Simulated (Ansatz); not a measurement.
# SnO: random displacements

Computed with Ansatz, DFT PBE, scalar-relativistic, plane waves, PAW. The runs took a 420 eV cutoff, a Γ-centred 10×10×8 mesh and Gaussian smearing (0.05 eV). No spin polarisation. Energies are free energies at this smearing, counted from the undisturbed cell; pressure is positive in compression.

Zero of the scan (relaxed at this level):

```xyz
4
Lattice="3.8682 0.0000 0.0000 0.0000 3.8682 0.0000 0.0000 0.0000 5.0673" Properties=species:S:1:pos:R:3 pbc="T T T"
Sn    0.0000    1.9341    1.1591
Sn    1.9341    0.0000    3.9082
O     0.0000    0.0000    0.0000
O     1.9341    1.9341    0.0000
```

After a displacement of all atoms with no net shift and a strain of the cell, the run gives ΔE = 32.6 meV/atom; stress (xx, yy, zz, yz, xz, xy; compression positive) (-0.81, 1.90, -0.12, -2.32, -0.65, 3.89) GPa; gap on the mesh 0.50 eV.

| atom | Fx (eV/Å) | Fy | Fz |
| --- | --- | --- | --- |
| Sn1 | -0.079 | -0.179 | -0.276 |
| Sn2 | 0.114 | 0.521 | -0.316 |
| O3 | 0.411 | 0.315 | 0.030 |
| O4 | -0.446 | -0.657 | 0.561 |

Problem. Which displacements (Å, in the unstrained cell) and strain were applied?

Solution.
| atom | ux | uy | uz |
| --- | --- | --- | --- |
| Sn1 | 0.00 | -0.02 | 0.01 |
| Sn2 | -0.01 | -0.01 | 0.03 |
| O3 | -0.04 | 0.00 | -0.01 |
| O4 | 0.05 | 0.04 | -0.03 |
Strain (Voigt, engineering shear): (0.0159, -0.0163, 0.0139, 0.0453, 0.0230, -0.0523).

Cost: 1 run of about 2.1 core-minutes, on Intel Xeon Processor @ 2.50GHz (Skylake/Cascade Lake) (shared hosts).